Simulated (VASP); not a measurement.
Crystal: GeSe.

```
Ge Se
1.0
    10.79000    0.00000    0.00000
     0.00000    3.82000    0.00000
     0.00000    0.00000    4.38000
Ge Se
4 4
Direct
  0.12100 0.75000 0.89400
  0.62100 0.75000 0.60600
  0.37900 0.25000 0.39400
  0.87900 0.25000 0.10600
  0.85200 0.75000 0.49700
  0.35200 0.75000 0.00300
  0.64800 0.25000 0.99700
  0.14800 0.25000 0.50300
```

| Item | Value |
| --- | --- |
| Program | VASP 6.6.1 |
| Task | relaxation of cell and atoms |
| Functional | PBE |
| Potentials or basis | VASP PAW PBE potentials, release 64 (Ge_d, Se) |
| Cutoff | 600 eV |
| k mesh | 4 × 8 × 6 |
| Occupations | gaussian, width 0.03 eV |
| Spin | no spin polarisation |

At the start: pressure 3.3 GPa; volume 22.57 Å³/atom.

Where does the relaxation end?

Over 30 steps the energy falls by 15.9 meV/atom and the volume is 24.51 Å³/atom (+8.6 %); space group Pnma (No. 62, to 0.05 Å).

The path:
```csv
step,energy change (eV),largest force (eV/Å),pressure (GPa),volume (Å³)
1,0.0000,0.2660,3.26,180.53
2,-0.0827,0.3201,-0.96,192.80
3,-0.0960,0.1890,0.11,189.32
4,-0.1042,0.1494,0.13,190.16
5,-0.1140,0.0645,0.12,192.70
6,-0.1183,0.0455,-0.02,194.06
7,-0.1204,0.0409,-0.20,195.93
8,-0.1238,0.0184,-0.10,196.10
9,-0.1256,0.0269,0.06,196.28
10,-0.1257,0.0318,0.14,196.34
11,-0.1260,0.0151,-0.02,197.06
12,-0.1260,0.0160,0.01,196.93
13,-0.1260,0.0154,-0.06,197.00
14,-0.1260,0.0156,0.00,196.96
15,-0.1260,0.0155,-0.04,196.97
16,-0.1261,0.0155,0.04,196.79
17,-0.1261,0.0156,0.01,196.79
18,-0.1262,0.0127,0.00,196.79
19,-0.1263,0.0142,-0.03,196.79
20,-0.1263,0.0320,-0.10,196.78
21,-0.1264,0.0258,-0.07,196.78
22,-0.1264,0.0249,-0.04,196.76
23,-0.1264,0.0245,-0.05,196.70
24,-0.1265,0.0233,-0.02,196.58
25,-0.1267,0.0209,-0.01,196.34
26,-0.1268,0.0161,0.04,195.85
27,-0.1269,0.0153,0.05,195.88
28,-0.1270,0.0132,0.02,195.98
29,-0.1270,0.0126,0.01,196.02
30,-0.1271,0.0092,0.03,196.07
```

Final structure:
```cif
data_structure
_symmetry_space_group_name_H-M 'P 1'
_symmetry_Int_Tables_number 1
_cell_length_a 11.1811
_cell_length_b 3.8893
_cell_length_c 4.5087
_cell_angle_alpha 90.000
_cell_angle_beta 90.000
_cell_angle_gamma 90.000
_cell_volume 196.07
loop_
_atom_site_label
_atom_site_type_symbol
_atom_site_fract_x
_atom_site_fract_y
_atom_site_fract_z
_atom_site_occupancy
Ge1 Ge 0.12626 0.75000 0.88310 1
Ge2 Ge 0.62626 0.75000 0.61690 1
Ge3 Ge 0.37374 0.25000 0.38310 1
Ge4 Ge 0.87374 0.25000 0.11690 1
Se1 Se 0.85274 0.75000 0.49919 1
Se2 Se 0.35274 0.75000 0.00081 1
Se3 Se 0.64726 0.25000 0.99919 1
Se4 Se 0.14726 0.25000 0.50081 1
```
